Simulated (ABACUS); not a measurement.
The system is GaSb.

```xyz
2
Lattice="0.0000 3.0590 3.0590 3.0590 0.0000 3.0590 3.0590 3.0590 0.0000" Properties=species:S:1:pos:R:3 pbc="T T T"
Sb    1.5295    1.5295    1.5295
Ga    0.0000    0.0000    0.0000
```

Base run:

* Program: ABACUS 3.10.1
* Functional: rPW86PBE
* Potentials or basis: GBRV ultrasoft 1.5 PBE
* Cutoff: 544 eV
* Density cutoff: 4354 eV
* Basis: plane waves
* k mesh: 6 × 6 × 6
* Occupations: fermi-dirac, width 0.05 eV
* Spin: no spin polarisation

Its results: band gap on the k mesh none (metal or under the smearing width); pressure 4.7 GPa.

**Question.** After a change of settings the same cell gave: band gap on the k mesh none (metal or under the smearing width); pressure -1.5 GPa. Which change was it?
A. functional from rPW86PBE to revPBE; potentials or basis from GBRV ultrasoft 1.5 PBE to SPMS ONCV 1.0 PBE; cutoff from 544 eV to 1102 eV; density cutoff from 4354 eV to 4408 eV; valence electrons from 34 to 28
B. functional from rPW86PBE to RPBE; potentials or basis from GBRV ultrasoft 1.5 PBE to SG15 ONCV 1.2 PBE; cutoff from 544 eV to 1102 eV; density cutoff from 4354 eV to 4408 eV; valence electrons from 34 to 28
C. functional from rPW86PBE to LDA; potentials or basis from GBRV ultrasoft 1.5 PBE to PseudoDojo NC SR 0.4.1 LDA stringent; cutoff from 544 eV to 1551 eV; density cutoff from 4354 eV to 6204 eV; valence electrons from 34 to 44
D. functional from rPW86PBE to BLYP; potentials or basis from GBRV ultrasoft 1.5 PBE to PseudoDojo NC SR 0.4.1 PBE standard; cutoff from 544 eV to 1102 eV; density cutoff from 4354 eV to 4408 eV; valence electrons from 34 to 28

**Answer.** C.

Caveats: this crystal is a semiconductor, whose small gap the functional closes, so the metal is an error of the method; the potentials were made for another functional, which shifts forces and pressure (some runs).

Not every run made on this cell is shown here.
